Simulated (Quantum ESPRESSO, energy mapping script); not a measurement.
# NiO: energy mapping under PBE+U (6 eV), QE, GBRV, part 2 of 2

How strongly do the moments of NiO couple under PBE+U (6 eV), QE, GBRV? The plan is to run several orders and fit a Heisenberg model.

PBE with U = 6 eV on Ni d, ortho-atomic projectors; plane waves, U on orthogonalised atomic orbitals unless named otherwise, collinear spin, no spin–orbit coupling.

So far. Step 11 (Run 9 (parallel; cell E, 6 atoms)): The run ends ferromagnetic. For each magnetic atom its energy differs from the parallel run of the first cell by -0.15 meV, an error that one common reference would have brought in. Step 12 (Run 10 (uncompensated ++−; cell E, 6 atoms)): The run ends ferrimagnetic, 45.98 meV a magnetic atom below the parallel order of its cell.

**13. The fit**

Each energy difference is a sum of couplings weighted by the pairs that the order reverses. A few near shells are fitted to the differences by least squares. Energies are those extrapolated to zero occupation width, not the free energies F.

The orders side by side; each is measured from the parallel order in the same cell and on the same mesh:

```
                      order  atoms  energy (meV a magnetic atom)  moments (μB)  moments kept as typed  opposed neighbours at 2.95, 4.17, 5.11 Å
         parallel in cell A      4                          0.00          1.73                    yes                                   0, 0, 0
   compensated +− in cell A      4                         10.67          1.74                    yes                                  8, 0, 16
         parallel in cell B      4                          0.00          1.73                    yes                                   0, 0, 0
   compensated +− in cell B      4                       -104.49          1.67                    yes                                  6, 6, 12
         parallel in cell C      6                          0.00          1.73                    yes                                   0, 0, 0
uncompensated ++− in cell C      6                        -72.73  1.67 to 1.70                    yes                                  4, 4, 12
         parallel in cell D      6                          0.00          1.73                    yes                                   0, 0, 0
uncompensated ++− in cell D      6                        -20.96  1.71 to 1.72                    yes                            5.33, 1.33, 16
         parallel in cell E      6                          0.00          1.73                    yes                                   0, 0, 0
uncompensated ++− in cell E      6                        -45.98  1.69 to 1.71                    yes                             6.67, 2.67, 8
```

Fitted to E = −Σ J e·e over ordered pairs of unit vectors (J > 0 favours parallel moments):

```
 pair  distance (Å)  neighbours  J (meV)
Ni–Ni          2.95          12    0.625
Ni–Ni          4.17           6    -9.40
Ni–Ni          5.11          24   0.0256
Ni–Ni          5.90          12   -0.344
```

These orders cannot tell some unfitted shells from fitted ones: the value at 2.95 Å holds J(2.95) + 4 J(7.80) + J(8.85), the value at 5.11 Å holds J(5.11) + J(8.85) and the value at 5.90 Å holds J(5.90) − J(8.85); other unfitted shells add to the values wholly or in part.

Adding the shell at 6.60 Å gives 0.67, -9.4, 0.032, -0.35 and -0.032 meV and a mean-field temperature of 402 K, an exact solve that tests nothing.

In mean field these couplings order at 404 K, at q = (0.50, 0.50, 0.50) in fractions of the conventional cell's reciprocal vectors, and give a Curie–Weiss temperature of -405 K.

**14. Ordering temperature by Monte Carlo**

Mean field ignores fluctuations and overstates the ordering temperature, so the model is also sampled. The heat capacity peaks where order sets in.

Classical unit spins with these couplings on 8×8×4 copies of a cell that holds the lowest order (512 spins), heat-bath sweeps, cooled from random directions, 831 sweeps to settle and 2493 measured at each temperature, averaged over 4 runs.

```
T (K)  order along the lowest pattern  net moment  heat capacity (k_B a spin)
 48.5                            0.38        0.01                        1.00
 83.0                            0.39        0.01                        1.03
  135                            0.40        0.01                        1.16
  169                            0.34        0.02                        1.29
  204                            0.36        0.02                        1.37
  255                            0.27        0.02                        1.88
  273                            0.25        0.02                        1.88
  290                            0.21        0.02                        1.79
  324                            0.15        0.03                        1.12
  359                            0.12        0.03                        0.62
  410                            0.09        0.03                        0.39
  445                            0.08        0.03                        0.28
```

The smoothed heat capacity peaks at 267 K. The order column follows one pattern alone; equivalent domains or another pattern share the rest.

**15. What came out**

```
lowest order tried                                              : compensated +− in cell B
largest fitted value (a combination of shells), Ni–Ni at 4.17 Å : -9.40 meV
ordering temperature, mean field                                : 404 K
heat-capacity peak, Monte Carlo                                 : 267 K
```

**Reading.** Of the orders tried, NiO prefers the order “compensated +− in cell B” under PBE+U (6 eV), QE, GBRV, with 6 of 12 neighbours at 2.95 Å, 6 of 6 neighbours at 4.17 Å and 12 of 24 neighbours at 5.11 Å opposed, and the heat capacity of the fitted model peaks near 267 K (Monte Carlo, classical spins). The largest fitted coupling is the Ni–Ni pair at 4.17 Å, antiferromagnetic at -9.4 meV, across a ligand at about 180°. The straight metal–ligand–metal path outweighs the right-angled one, the pattern expected of superexchange through one ligand p orbital, which these runs do not test. The orders also reverse pairs at 6.60 Å, which are not fitted, so the fitted values hold their part too. With 5 differences for 4 couplings the fit misses by 0.39 meV at most, a small part of the spread. In the fitted orders moments change by up to 3.4 % against the parallel run of the same cell, so their size stays put. Monte Carlo puts the peak at 0.66 of the mean-field temperature, since mean field leaves out fluctuations. In tests on simple cubic and body-centred models such peaks lay 5 to 6 % under the bulk value. On cooling, the order along the one computed pattern stays at or under 0.42: the model settles in an equivalent domain, a degenerate mixture or another order. The parallel order holds 2 μB a magnetic atom, spin 1; the common factor (S+1)/S would raise the classical 267 K to 534 K, a correction that often overshoots. The classical value and the one scaled by (S+1)/S differ by a factor of 2, so closeness of either to the measured temperature is partly a matter of convention.

40 further runs of the session are left out of this account and of its counts and ranges: runs hit by known faults of a program or its files, repeats, responses too ill-conditioned to give a U, cells squeezed past sense, harmless faults, or fits whose shells could not be counted again from the structure.

Comparison with the measured values:

| quantity | measured | PBE+U (6 eV), QE, GBRV, Monte Carlo | PBE+U (6 eV), QE, GBRV, Monte Carlo × (S+1)/S |
| --- | --- | --- | --- |
| ordering temperature (spin model) (K) | 524 | 267 (-49.0 %) | 534 (+1.9 %) |

Measured values from arxiv:cond-mat/0609101 (2006).

How well it matches: For the ordering temperature, of the levels listed nearest comes PBE+U (6 eV), QE, GBRV, Monte Carlo × (S+1)/S (+1.9 %, good agreement) and farthest PBE+U (6 eV), QE, GBRV, Monte Carlo (-49.0 %, a clear miss). A U picked for its result is no test. No cell relaxation is part of this session.

[Logs and program files are shortened in this print: banners, set-up blocks, solver, clock and traceback lines can be left out without a mark of their own.]

[Logs are printed without paths, hosts, clocks, repeated set-up lines and the standing remarks that a program may print on its own settings, such as how far it seeks lower states.]

[Hosts, paths, dates, database ids (printed as entryN), source tags and the programs' standing remarks are cut or masked in the printed files.]

[Where a cell is said to come from a database of computed structures, the database is the Materials Project.]
